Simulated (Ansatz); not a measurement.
## A C vacancy in 4H-SiC, 191 atoms, charge +2 (h site)

All numbers come from Ansatz (PAW, plane waves, no spin–orbit coupling) at the single k point (¼, ¼, ¼) without its symmetry partners. The atoms were relaxed with PBEsol in a fixed cell; other functionals are single points on those atoms unless said otherwise. The valence top and gap of the host come from its small cell on a dense mesh, with the band extrema sought between the mesh points, lined up by the mean potential, PBEsol gap 2.12 eV, r²SCAN gap 2.60 eV. The charge correction uses an assumed dielectric constant of 9.7.

Cell: a = 12.312 Å, b = 15.994 Å, c = 10.076 Å, α = 90.00°, β = 90.00°, γ = 90.00°.

Nearest atoms after relaxation, from the placed atom (for vacancies from the middle of the vacant sites): Si at 1.99 Å, Si at 1.99 Å, Si at 2.00 Å, Si at 2.01 Å, C at 3.06 Å, C at 3.06 Å, C at 3.06 Å, C at 3.06 Å.

Chemical potentials μ are those of reference phases of the elements at zero temperature by the same functional (the usual solids, diamond for C, grey Sn, and the molecules H2, N2, O2, F2, Cl2, Br2 and S8).

```tsv
functional	E(defect) − E(host) − Σ nμ + q·E_VBM (eV)	monopole (eV)	alignment (eV)	formation energy at E_F = VBM (eV)	moment (μB)	wall time, shared host
PBEsol	1.75	0.63	-0.18	2.20	0.0	23 s on NVIDIA GB300 (relaxation)
```

(1) Estimate the formation energy and moment that r²SCAN gives on these atoms.

r²SCAN one-electron levels near the gap (the ten most localised at most), from the host's valence top, not corrected for the charge's images:

```
level (eV)  spin  filling  atoms sharing it  element of the atom with most weight
     -0.18    up     1.00             103.0                                spread
     -0.18  down     1.00             103.0                                spread
     -0.07    up     1.00             123.7                                spread
     -0.07  down     1.00             123.7                                spread
      1.88    up     0.00              10.0                                    Si
      1.88  down     0.00              10.0                                    Si
      2.13    up     0.00              11.6                                    Si
      2.13  down     0.00              11.6                                    Si
      2.19    up     0.00              11.8                                    Si
      2.19  down     0.00              11.8                                    Si
```

All elements are taken at their own reference at once; growth conditions in equilibrium with the host shift these energies, by up to the host's formation enthalpy.

One k point and a cell of this size can leave errors of several tenths of an eV in such numbers.

## Answers

(1) 2.48 eV at E_F = VBM (2.01 eV before the monopole term 0.63 eV and the alignment -0.16 eV), moment 0.0 μB.
